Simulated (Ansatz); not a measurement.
Crystal: Te, bcc type, 1 atom in the cell.

The calculation used PBE, plane waves, PAW datasets (generated soft set 1) in Ansatz.

Cutoff 420 eV; k-mesh 40×40×40 Γ-centred; Fermi–Dirac smearing of 0.0612 eV; no spin polarisation; no spin–orbit coupling.

Problem. What equilibrium volume, lattice constant and bulk modulus does this give?

Solution. V₀ = 28.516 Å³/atom (a₀ = 3.849 Å), B₀ = 54.8 GPa, B₀′ = 4.85. The points behind the fit:

| V (Å³/atom) | a (Å) | E − E(min) (meV/atom) | P (GPa) |
| --- | --- | --- | --- |
| 26.826 | 3.7716 | 19.29 | 3.88 |
| 27.397 | 3.7982 | 8.12 | 2.42 |
| 27.968 | 3.8244 | 1.87 | 1.12 |
| 28.539 | 3.8502 | 0.00 | -0.04 |
| 29.110 | 3.8757 | 2.03 | -1.08 |
| 29.680 | 3.9009 | 7.52 | -1.99 |
| 30.251 | 3.9258 | 16.09 | -2.81 |

The published all-electron PBE values for this crystal (mean of FLEUR and WIEN2k, k-spacing 0.06 Å⁻¹; Bosoni et al., Nat. Rev. Phys. 6, 45 (2024)) are V₀ = 28.515 Å³/atom, B₀ = 54.9 GPa, B₀′ = 4.86.

The stress includes the program's correction for the finite plane-wave basis.

This cubic structure is a model: it isn't the usual form of the substance at ambient conditions, and such phases are metastable or hypothetical.
